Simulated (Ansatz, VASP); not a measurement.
Given: the input of a run of VASP 6.6.1 on Mg.

Contents of INCAR:

```
SYSTEM = Mg
ALGO = Normal
EDIFF = 1E-7
ENCUT = 520
GGA = PE
ISIF = 2
ISMEAR = -1
LASPH = .TRUE.
LCHARG = .FALSE.
LREAL = .FALSE.
LWAVE = .FALSE.
NBANDS = 7
NELM = 100
PREC = Accurate
SIGMA = 0.05
```

The input KPOINTS:

```
k-points
0
G
  11 11 11
  0 0 0
```

POSCAR

```
Mg
1.0
   -1.8236691672      1.8236691672      1.6681325125
    1.8236691672     -1.8236691672      1.6681325125
    1.8236691672      1.8236691672     -1.6681325125
Mg
1
Direct
    0.0000000000      0.0000000000      0.0000000000
```

Potentials or basis: VASP PAW PBE potentials, release 64 (Mg).

The run is started by

```bash
$ cat potpaw_PBE.64/Mg/POTCAR > POTCAR
$ mpirun -np 1 vasp_std > vasp.out
```

Problem. Translate it to Ansatz 0.2.0. Potentials there: Ansatz PAW.

Solution. As run (the cutoff follows the program's own potentials):

input.yaml

```yaml
crystal:
  lattice:
    - [-1.8236691672, 1.8236691672, 1.6681325125]
    - [1.8236691672, -1.8236691672, 1.6681325125]
    - [1.8236691672, 1.8236691672, -1.6681325125]
  atoms:
    - { symbol: Mg, position: [0.0, 0.0, 0.0] }
hamiltonian:
  xc: pbe
  pseudopotentials: { kind: paw }
kpoints:
  mp_grid: { grid: [11, 11, 11] }
scf:
  occupations: { method: fermi_dirac, width: 0.05 }
output:
  forces: true
  stress: true
  eigenvalues: true
```

Potentials or basis: Ansatz PAW.

Command:

```bash
$ ansatz run input.yaml --threads 1 --pin off --max-ram 3584MiB --backend cpu --events-out ev --progress --plain --runs-dir out
```

Both were run:

|  | VASP | Ansatz | Ansatz less VASP |
| --- | --- | --- | --- |
| gap on the k mesh at the Fermi level (eV) | none | none | - |
| pressure (GPa) | 1.2 | 1.4 | +0.13 |
| largest component of the traceless stress (GPa) | 0.33 | 0.33 | 0.000 |

A gap of «none» marks a metal or a gap that the smearing closes. The two sets of potentials don't hold the same shells in valence.
